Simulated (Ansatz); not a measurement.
Runs of Ansatz 0.2.0 on GaN. It takes space group F-43m (No. 216, cubic). Conventional cell: a = 4.507 Å, b = 4.507 Å, c = 4.507 Å, α = 90.00°, β = 90.00°, γ = 90.00°. Around Ga (site symmetry -43m) lie 4 N at 1.95 Å. N (site symmetry -43m) has 4 Ga at 1.95 Å as nearest neighbours. The cell is a database's computed one.

```csv
task,level,cell,smearing,gap on the mesh (eV),pressure (GPa),relaxed volume (Å³/atom)
single point,PBE,as given,gaussian 0.018 eV,1.72,5.0,-
single point,PBE,as given,gaussian 0.027 eV,1.72,5.0,-
relaxation of cell and atoms,PBEsol,relaxed,fermi-dirac 0.05 eV,1.70,0.0,11.38
single point,PBE,as given,gaussian 0.017 eV,1.72,5.0,-
single point,PBE,as given,gaussian 0.013 eV,1.72,5.0,-
relaxation of cell and atoms,PBE+D4,relaxed,fermi-dirac 0.05 eV,(a),0.0,11.40
Born charges and dielectric tensor,PBE,as given,fixed,1.72,-,-
single point,PBE,as given,gaussian 0.026 eV,1.72,5.0,-
```

Alike in all rows: potentials or basis Ansatz PAW; no spin polarisation; k mesh 10 × 10 × 10; cutoff (eV) 420.

Question: Estimate the missing entries.

Answer: (a) 1.74.

Caveats: the plane-wave basis is chosen anew once the cell has moved, so the energies of steps on either side of that aren't comparable (some runs); the PAW data sets come from PBE, with cores solved anew for the run's functional, which leaves a small shift of forces and pressure (some runs).

A k mesh can miss the band edges, and the runs leave out spin-orbit coupling on Ga.
